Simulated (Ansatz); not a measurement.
Consider BeO in the wurtzite structure (space group P6_3mc, No. 186).

```cif
data_Be2O2
_chemical_formula_sum 'Be2 O2'
_space_group_name_H-M_alt 'P 1'
_space_group_IT_number 1
_cell_length_a 2.71181
_cell_length_b 2.71181
_cell_length_c 4.40456
_cell_angle_alpha 90.000
_cell_angle_beta 90.000
_cell_angle_gamma 120.000
loop_
_space_group_symop_operation_xyz
  'x, y, z'
loop_
_atom_site_label
_atom_site_type_symbol
_atom_site_fract_x
_atom_site_fract_y
_atom_site_fract_z
_atom_site_occupancy
Be1 Be 0.66667 0.33333 0.00149 1
Be2 Be 0.33333 0.66667 0.50149 1
O1 O 0.66667 0.33333 0.62371 1
O2 O 0.33333 0.66667 0.12371 1
```

Calculations: Ansatz (a program for electronic structure), PBE, PAW, cutoff 420 eV, scalar-relativistic without spin-orbit coupling.

Base values:

| Quantity | Value |
|---|---|
| Gap character | direct at Γ |
| Valence-band top at Γ | 0.00, -0.04, -0.04 eV |
| Electron mass | 0.53 mₑ along c, 0.60 mₑ across (at Γ) |
| Band gap | 7.45 eV |
| Width of the top valence band | 2.38 eV |

Modification: an isotropic linear strain of +3.99 %; the atoms relax in the strained cell.

Q: What does the calculation give for the gap character, valence-band top at Γ, electron mass, band gap and width of the top valence band after the change?

A: The gap character is still direct at Γ; the valence-band top at Γ (three highest levels, from the VBM) goes from 0.00, -0.04, -0.04 eV to 0.00, -0.05, -0.05 eV; the electron mass changes from 0.53 mₑ along c, 0.60 mₑ across (at Γ) to 0.48 mₑ along c, 0.52 mₑ across (at Γ); the band gap decreases by 1.147 eV to 6.31 eV; the width of the top valence band decreases by 0.23 eV (2.38 eV → 2.15 eV).

Masses are band curvatures over ±0.01 Å⁻¹ around the edge. Stability against distortions was not tested.
